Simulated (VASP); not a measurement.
# TaC (Fm-3m) in VASP: further runs

One crystal, TaC, is run at these levels: PBE; tasks: relaxation of cell and atoms.

Program: VASP 6.6.1. These are calculated values, not measurements. Logs are shortened: lines on timing, memory, paths and dates and some standing lists are left out, and cuts for length are marked.

## Step 1: The crystal as given

Symmetry: Fm-3m, No. 225, cubic system. Conventional cell: a = 4.446 Å, b = 4.446 Å, c = 4.446 Å, α = 90.00°, β = 90.00°, γ = 90.00°. Ta (site symmetry m-3m) has 6 C at 2.22 Å as nearest neighbours. C (site symmetry m-3m) has 6 Ta at 2.22 Å as nearest neighbours.

## Step 2: Relaxation of cell and atoms, PBE

INCAR reads:

```
SYSTEM = TaC
  PREC = Accurate
  ENCUT = 520
  EDIFF = 1E-7
  ISMEAR = 0
  SIGMA = 0.1
  LREAL = .FALSE.
  LASPH = .TRUE.
  NELM = 60
  ALGO = Normal
  ISIF = 3
  LWAVE = .FALSE.
  LCHARG = .FALSE.
  GGA = PE
  IBRION = 2
  NSW = 80
  EDIFFG = -0.002
```

KPOINTS reads:

```
Automatic mesh
0
G
  6 6 6
  0 0 0
```

POSCAR reads:

```
TaC
1.0
    0.0000000000      2.2230000000      2.2230000000
    2.2230000000      0.0000000000      2.2230000000
    2.2230000000      2.2230000000      0.0000000000
Ta C
1 1
Direct
    0.0000000000      0.0000000000      0.0000000000
    0.5000000000      0.5000000000      0.5000000000
```

Potentials or basis: VASP PAW PBE potentials, release 64 (Ta_pv, C).

On the command line:

```console
$ cat potpaw_PBE.64/Ta_pv/POTCAR potpaw_PBE.64/C/POTCAR > POTCAR
$ mpirun -np 1 vasp_std > vasp.out
```

OUTCAR:

```text
SYSTEM = TaC
   PREC = Accurate
   ENCUT = 520
   EDIFF = 1E-7
   ISMEAR = 0
   LREAL = .FALSE.
   LASPH = .TRUE.
   NELM = 60
   ISIF = 3
   GGA = PE
   IBRION = 2
   NSW = 80
   EDIFFG = -0.002

 ion  position               nearest neighbor table
   1  0.000  0.000  0.000-   2 2.22   2 2.22   2 2.22   2 2.22   2 2.22   2 2.22
   2  0.500  0.500  0.500-   1 2.22   1 2.22   1 2.22   1 2.22   1 2.22   1 2.22

  LATTYP: Found a face centered cubic cell.
 ALAT       =     4.4460000000

  Lattice vectors:

 A1 = (   0.0000000000,   2.2230000000,   2.2230000000)
 A2 = (   2.2230000000,   0.0000000000,   2.2230000000)
 A3 = (   2.2230000000,   2.2230000000,   0.0000000000)

Analysis of symmetry for initial positions (statically):
=====================================================================
 Subroutine PRICEL returns:
 Original cell was already a primitive cell.

 Routine SETGRP: Setting up the symmetry group for a
 face centered cubic supercell.

 Subroutine GETGRP returns: Found 48 space group operations
 (whereof 48 operations were pure point group operations)
 out of a pool of 48 trial point group operations.

The static configuration has the point symmetry O_h .

Analysis of symmetry for dynamics (positions and initial velocities):
=====================================================================
 Subroutine PRICEL returns:
 Original cell was already a primitive cell.

 Routine SETGRP: Setting up the symmetry group for a
 face centered cubic supercell.

 Subroutine GETGRP returns: Found 48 space group operations
 (whereof 48 operations were pure point group operations)
 out of a pool of 48 trial point group operations.

The dynamic configuration has the point symmetry O_h .

 Subroutine INISYM returns: Found 48 space group operations
 (whereof 48 operations are pure point group operations),
 and found     1 'primitive' translations

----------------------------------------------------------------------------------------

                                     Primitive cell

  volume of cell :      21.9709

  direct lattice vectors                    reciprocal lattice vectors
     0.000000000  2.223000000  2.223000000    -0.224921278  0.224921278  0.224921278
     2.223000000  0.000000000  2.223000000     0.224921278 -0.224921278  0.224921278
[... 66 lines left out ...]
 SYSTEM =  TaC
   PREC   = accura    normal or accurate (medium, high low for compatibility)
   ISTART =      0    job   : 0-new  1-cont  2-samecut
   ICHARG =      2    charge: 1-file 2-atom 10-const
   ISPIN  =      1    spin polarized calculation?
   LNONCOLLINEAR =      F non collinear calculations
   LSORBIT =      F    spin-orbit coupling
   LASPH  =      T    aspherical Exc in radial PAW
   ENCUT  =  520.0 eV  38.22 Ry    6.18 a.u.   5.85  5.85  5.85*2*pi/ulx,y,z
   NELM   =     60;   NELMIN=  2; NELMDL= -5     # of ELM steps
   EDIFF  = 0.1E-06   stopping-criterion for ELM
   LREAL  =      F    real-space projection
   EDIFFG = -.2E-02   stopping-criterion for IOM
   NSW    =     80    number of steps for IOM
   IBRION =      2    ionic relax: 0-MD 1-quasi-New 2-CG
   NFREE  =      1    steps in history (QN), initial steepest desc. (CG)
   ISIF   =      3    stress and relaxation
   ISYM   =      2    0-nonsym 1-usesym 2-fastsym
   POTIM  = 0.5000    time-step for ionic-motion
   TEBEG  =    0.0;   TEEND  =   0.0 temperature during run
   PSTRESS=    0.0 pullay stress
   NELECT =      15.0000    total number of electrons
   NUPDOWN=      -1.0000    fix difference up-down
   EMIN   =  10.00;   EMAX   =-10.00  energy-range for DOS
   EFERMI =   0.00;   METHOD = LEGACY
   ISMEAR =     0;   SIGMA  =   0.10  broadening in eV -4-tet -1-fermi 0-gaus
   EFERMI_NEDOS =   21; number of points for ismear=-14 and -15
   IALGO  =     38    algorithm
   IMIX   =      4    mixing-type and parameters
     AMIX     =   0.40;   BMIX     =  1.00
     AMIX_MAG =   1.60;   BMIX_MAG =  1.00
  volume/ion in A,a.u.               =      10.99        74.13
  Fermi-wavevector in a.u.,A,eV,Ry     =   1.441526  2.724089 28.272865  2.077997
  Thomas-Fermi vector in A             =   2.560148
   LORBIT       =      0    0 simple, 1 ext, 2 COOP (PROOUT), +10 PAW based schemes
   GGA     = PE    functional components
   LHFCALC =     F    Hartree Fock is set to
   AEXX    =    0.0000 exact exchange contribution
   IVDW    =     0    specifies the selected vdW correction
   LEPSILON=     F    determine dielectric tensor
   LRPA    =     F    only Hartree local field effects (RPA)
 conjugate gradient relaxation of ions
 non-spin polarized calculation
 Gauss-broadening in eV      SIGMA  =   0.10
  energy-cutoff  :      520.00
  volume of cell :       21.97
 maximum number of plane-waves:       609
   NGX = 11   NGY = 11   NGZ = 11

--------------------------------------- Ionic step        1  -------------------------------------------

 number of electron      15.0000001 magnetization

 Free energy of the ion-electron system (eV)
  ---------------------------------------------------
  ext. energy  EPLUGINS =         0.00000000
  ---------------------------------------------------
  free energy    TOTEN  =       -22.18747820 eV

  energy without entropy =      -22.17941075  energy(sigma->0) =      -22.18344448

------------------------ aborting loop because EDIFF is reached ----------------------------------------

  FORCE on cell =-STRESS in cart. coord.  units (eV):
  Direction    XX          YY          ZZ          XY          YZ          ZX
  --------------------------------------------------------------------------------------
  -------------------------------------------------------------------------------------
  Total        0.9962084      0.9962084      0.9962084     -0.0000000     -0.0000000      0.0000000
  in kB       72.6461161     72.6461161     72.6461161     -0.0000000     -0.0000000      0.0000000
  external PRESSURE =      72.6461161 kB  Pullay stress =       0.0000000 kB
[... 95 lines left out ...]
--------------------------------------- Ionic step        4  -------------------------------------------

 number of electron      14.9999998 magnetization

 Free energy of the ion-electron system (eV)
  ---------------------------------------------------
  ext. energy  EPLUGINS =         0.00000000
  ---------------------------------------------------
  free energy    TOTEN  =       -22.19805912 eV

  energy without entropy =      -22.18970097  energy(sigma->0) =      -22.19388004

 E-fermi :   8.1834     XC(G=0): -13.1213

 val. band max:        8.1660914688   @ k =   0.5000   0.3333   0.1667
 cond. band min:       8.2908729226   @ k =  -0.3333   0.5000   0.1667
 fundamental gap:      0.1247814538
 Fermi energy:         8.1834026888

 k-point     1 :       0.0000    0.0000    0.0000
  band No.  band energies     occupation
      1     -26.8290      2.00000
      2     -26.8290      2.00000
      3     -26.8290      2.00000
      4      -6.4880      2.00000
      5       6.9539      2.00000
      6       6.9539      2.00000
      7       6.9539      2.00000
      8       7.7377      2.00000
      9       7.7377      2.00000
     10       7.7377      2.00000
     11       8.8998      0.00000
[... 237 lines left out ...]
  FREE ENERGIE OF THE ION-ELECTRON SYSTEM (eV)
  ---------------------------------------------------
  free  energy   TOTEN  =       -22.1980591173 eV

  energy  without entropy=      -22.1897009660  energy(sigma->0) =      -22.19388004

 reached required accuracy - stopping structural energy minimisation
```

CONTCAR:

```text
TaC
   1.00000000000000
    -0.0000000000000000    2.2389093778979201    2.2389093778979201
     2.2389093778979201   -0.0000000000000000    2.2389093778979201
     2.2389093778979201    2.2389093778979201    0.0000000000000000
  Ta              C
     1     1
Direct
     0.0000000000000000    0.0000000000000000    0.0000000000000000
     0.5000000000000000    0.5000000000000000    0.5000000000000000

  0.00000000E+00  0.00000000E+00  0.00000000E+00
  0.00000000E+00  0.00000000E+00  0.00000000E+00
```

It took 7.7 s on 1 thread of Intel Xeon 6975P-C (Granite Rapids), shared host; peak memory 0.14 GiB.

What came out:

* Free energy: -22.1981 eV
* Relaxed volume: 11.22 Å³/atom
* Relaxed cell: a = 3.166 Å, b = 3.166 Å, c = 3.166 Å, α = 60.00°, β = 60.00°, γ = 60.00°
* Space group after relaxing (to 0.05 Å): Fm-3m (No. 225)
* Energy gained by relaxing: 5.3 meV/atom
* Ionic steps: 4
* Pressure after relaxing: 0.0 GPa
* Band gap on the k mesh: none (metal or under the smearing width)

Step by step:
```tsv
step	energy change (eV)	largest force (eV/Å)	pressure (GPa)	volume (Å³)
1	0.0000	0.0000	7.26	21.97
2	0.0436	0.0000	-14.50	23.59
3	-0.0106	0.0000	-0.11	22.46
4	-0.0106	0.0000	0.02	22.45
```

Final structure:
```yaml
crystal:
  lattice:
    - [0.00000, 2.23891, 2.23891]
    - [2.23891, 0.00000, 2.23891]
    - [2.23891, 2.23891, 0.00000]
  atoms:
    - { symbol: Ta, position: [0.00000, 0.00000, 0.00000] }
    - { symbol: C, position: [0.50000, 0.50000, 0.50000] }
```

Caveat: the k mesh is coarse (spacing up to 0.41 Å⁻¹), so the values aren't converged.

## Step 3: Relaxation of cell and atoms, PBE

This run uses another cell than the first one, of 11.22 Å³/atom, 1.022 times its volume.

INCAR is that of step 2.

KPOINTS is that of step 2.

POSCAR reads:

```
TaC                                     
1.0
   -0.0000000000      2.2389093779      2.2389093779
    2.2389093779     -0.0000000000      2.2389093779
    2.2389093779      2.2389093779      0.0000000000
  Ta              C             
     1     1
Direct
     0.0000000000000000    0.0000000000000000    0.0000000000000000
     0.5000000000000000    0.5000000000000000    0.5000000000000000
```

Potentials or basis: VASP PAW PBE potentials, release 64 (Ta_pv, C).

On the command line:

```console
$ cat potpaw_PBE.64/Ta_pv/POTCAR potpaw_PBE.64/C/POTCAR > POTCAR
$ mpirun -np 1 vasp_std > vasp.out
```

Wall time 3.2 s (1 thread of Intel Xeon 6975P-C (Granite Rapids), shared host); peak memory 0.13 GiB.

It converged, with:

```yaml
Free_energy: -22.1983 eV
Pressure_after_relaxing: 0.0 GPa
Band_gap_on_the_k_mesh: none (metal or under the smearing width)
```

Final structure:
```xyz
2
Lattice="0.0000 2.2389 2.2389 2.2389 0.0000 2.2389 2.2389 2.2389 0.0000" Properties=species:S:1:pos:R:3 pbc="T T T"
Ta    0.0000    0.0000    0.0000
C     2.2389    2.2389    2.2389
```

Levels at points of the mesh, in eV from the Fermi level:
```csv
k point,band 4,band 5,band 6,band 7,band 8,band 9,band 10,band 11
"(0.00, 0.00, 0.00)",-14.67,-1.23,-1.23,-1.23,-0.45,-0.45,-0.45,0.72
"(0.50, 0.00, 0.00)",-10.34,-8.58,-5.35,-5.35,2.74,2.74,3.69,5.40
"(0.50, 0.50, 0.00)",-12.58,-4.57,-4.39,-1.73,-1.73,2.63,4.09,4.09
```

Caveat: the k mesh is coarse (spacing up to 0.41 Å⁻¹), so the values aren't converged; the relaxation stopped at its first step, so nothing moved.
